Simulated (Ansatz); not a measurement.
# Al6N5: the cost of one run

Computed with Ansatz 0.2.0 (DFT PBE, scalar-relativistic, plane waves, PAW, unless a step's input says otherwise).

3 further runs of the same task are left out: 1 that didn't finish, 2 set aside as unsound or not needed.

**1. The structure to begin with**

Symmetry: P6_3/mmc, No. 194, hexagonal system. Conventional cell: a = 3.313 Å, b = 3.313 Å, c = 4.187 Å, α = 90.00°, β = 90.00°, γ = 120.00°. Around Al (site symmetry -6m2) lie 5 N at 1.91 to 2.09 Å. N (site symmetry -6m2) is surrounded by 5 Al at 1.91 to 2.09 Å.

As a file:

```xyz
4
Lattice="3.3135 0.0000 0.0000 -1.6567 2.8696 0.0000 0.0000 0.0000 4.1875" Properties=species:S:1:pos:R:3 pbc="T T T"
Al    0.0000    1.9130    3.1406
Al    1.6567    0.9565    1.0469
N     0.0000    1.9130    1.0469
N     1.6567    0.9565    3.1406
```

It goes back to an entry of the Materials Project, which need not be the stable form.

It is the result of an earlier relaxation at this level (volume 9.95 Å³/atom; gap on the mesh: 3.25 eV).

**2. Plan of the line**

Atoms count from 1 in the order of the input.

An atom moved over a plane that holds its own site and a neighbouring vacancy.

First coordinate, path of N10 from its site (0) to the vacancy (1), 2.836 Å: 11 values from −0.125 to 1.125. Second coordinate, shift of N10 across the path, along a normal: 9 values from −0.700 Å.

Nothing else is relaxed (all other atoms held at the sites of the perfect crystal). Points are written as (first, second).

**3. The run at (−0.125, 0.175 Å)**

Contents of input.yaml:

```yaml
crystal:
  lattice:
    - [1.6567491603, 2.8695737211, -4.1874629538]
    - [1.6567491603, -2.8695737211, -4.1874629538]
    - [-3.3134983206, 0.0, -4.1874629538]
  atoms:
    - { symbol: Al, position: [0.75, 0.0833333333, 0.4166666667] }
    - { symbol: Al, position: [0.4166666667, 0.75, 0.0833333333] }
    - { symbol: Al, position: [0.0833333333, 0.4166666667, 0.75] }
    - { symbol: Al, position: [0.9166666667, 0.5833333333, 0.25] }
    - { symbol: Al, position: [0.5833333333, 0.25, 0.9166666667] }
    - { symbol: Al, position: [0.25, 0.9166666667, 0.5833333333] }
    - { symbol: "N", position: [0.5833333333, 0.9166666667, 0.25] }
    - { symbol: "N", position: [0.25, 0.5833333333, 0.9166666667] }
    - { symbol: "N", position: [0.75, 0.4166666667, 0.0833333333] }
    - { symbol: "N", position: [0.3672808271, 0.0531034104, 0.7389259937] }
    - { symbol: "N", position: [0.0833333333, 0.75, 0.4166666667] }
total_charge: 3
basis:
  ecutwfc: 420
kpoints:
  mp_grid: { grid: [6, 6, 6] }
hamiltonian:
  xc: pbe
  pseudopotentials: { kind: paw, azcp: { folder: soft_1 } }
scf:
  occupations: { method: gaussian, width: 0.05 }
output:
  forces: true
  stress: true
  eigenvalues: true
  write_density: true
  write_potential: true
  elf: true
  volumetric_format: npy
```

Run with:

```bash
$ ansatz run input.yaml --threads 4 --pin off --max-ram 8192MiB --backend cpu --events-out ev --progress --plain --runs-dir out
```

**Question.** How long does this run take on 4 threads of Arm Neoverse V1, shared host, and how much memory does it need?

About 18 s, with a peak of 0.6 GiB.
